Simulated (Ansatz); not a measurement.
**Sn: strain energy, fitted**

Sn, Fd-3m, a = 6.541 Å. Ansatz: PBEsol, PAW, 420 eV, Γ-centred 12×12×8 mesh on 4 atoms, Gaussian smearing 0.10 eV; no spin polarisation. Series: biaxial strain in the a-b plane, c and atoms relaxed; x is the strain in per cent. The axes a, b, c are those of the computed cell (4.625, 4.625, 6.541 Å), along [1 1 0], [-1 1 0], [0 0 1] of the cell named above. y is the free energy over the unstrained cell, V0 = 34.977 Å³/atom.

| x (%) | y (meV/atom) |
| --- | --- |
| -3.0 | ? |
| -2.0 | 5.56 |
| -1.0 | 1.33 |
| 0.0 | 0.00 |
| 1.0 | 1.35 |
| 2.0 | 5.17 |
| 3.0 | 11.25 |

**Question.** Fit y = c2 x² + c3 x³ to the other rows, turn c2 into a modulus, and predict the missing energy.

**Answer.** Least squares on the rows shown. y = 1.336 x² − 0.02793 x³. In eV per unit strain² c2 is 13.36; M is the biaxial modulus (E = M V0 ε²): 13.36 × 160.2 / (34.977) = 61 GPa. At x = -3.0 the fit asked for gives 12.78 meV/atom. The run gave 12.91 meV/atom, so the fit is 0.13 meV/atom too low, a small miss on the scale of the series.